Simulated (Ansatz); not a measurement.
# NbH in Ansatz: the effect of target pressure

Crystal: NbH.

```
Nb H
1.0
    -1.60696    1.60696    1.98430
     1.60696   -1.60696    1.98430
     1.60696    1.60696   -1.98430
Nb H
1 1
Cartesian
  0.0000 0.0000 0.0000
  0.0000 0.0000 1.9843
```

The cell comes from a database or a generator and needn't be the stable form of this composition.

Alike in all runs:

```yaml
Program: Ansatz 0.2.0
Task: relaxation of cell and atoms
Functional: PBEsol
Potentials_or_basis: all-electron LAPW, scalar-relativistic
Basis_error_allowed: 0.001 eV/atom
k_mesh: 12 × 12 × 12
Occupations: fermi-dirac, width 0.05 eV
Spin: no spin polarisation
```

Each run relaxes the cell or the atoms first.

```tsv
target pressure	target pressure	relaxed volume (Å³/atom)
0 GPa	-	9.86
2 GPa	2 GPa	9.76
5 GPa	5 GPa	9.62
10 GPa	10 GPa	?
20 GPa	20 GPa	9.02
30 GPa	30 GPa	8.72
```

Question: What does the run with target pressure 10 GPa give?

Answer: Relaxed volume 9.42 Å³/atom.

Worked out: In Murnaghan's law V^(-B') rises as a straight line in P. The other rows fit best with B' = 4.1, V0 = 9.86 Å³/atom and B0 = 187 GPa, which gives 9.40 Å³/atom at 10 GPa, against the run's 9.42.
